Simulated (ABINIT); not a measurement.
The system is Pt.

```
Pt
1.0
     2.76067    0.00000    0.00000
    -1.38033    2.39081    0.00000
     0.00000    0.00000    4.79213
Pt
2
Direct
  0.33333 0.66667 0.25000
  0.66667 0.33333 0.75000
```

This isn't the form of Pt at room conditions, which is fcc.

| Property | Result |
| --- | --- |
| Program | ABINIT 10.8.3 (patched build) |
| Task | relaxation of cell and atoms |
| Functional | PBE |
| Dispersion | D4 |
| Potentials or basis | JTH PAW PBE v2.0 |
| Cutoff | 435 eV |
| k mesh | 11 × 11 × 6 |
| Occupations | fermi-dirac, width 0.05 eV |
| Spin | no spin polarisation |

At the start: pressure -6.8 GPa; volume 15.81 Å³/atom.

Problem. Where does the relaxation end?

Solution. Over 5 steps the energy falls by 10.7 meV/atom and the volume is 15.37 Å³/atom (-2.8 %); space group P6_3/mmc (No. 194, to 0.05 Å).

Step by step:
```tsv
step	energy change (eV)	largest force (eV/Å)	pressure (GPa)	volume (Å³)
1	0.0000	0.0000	-6.80	31.63
2	-0.0154	0.0000	-3.39	31.18
3	-0.0194	0.0000	0.37	30.72
4	-0.0204	0.0000	0.27	30.73
5	-0.0213	0.0000	0.06	30.73
```

Final structure:
```
Pt
1.0
     2.74681    0.00000    0.00000
    -1.37341    2.37881    0.00000
     0.00000    0.00000    4.70331
Pt
2
Direct
  0.33333 0.66667 0.25000
  0.66667 0.33333 0.75000
```

Caveat: the log and the count of SCF iterations are those of the last ABINIT call alone; pairwise dispersion overbinds metals, which lowers pressure and volume.
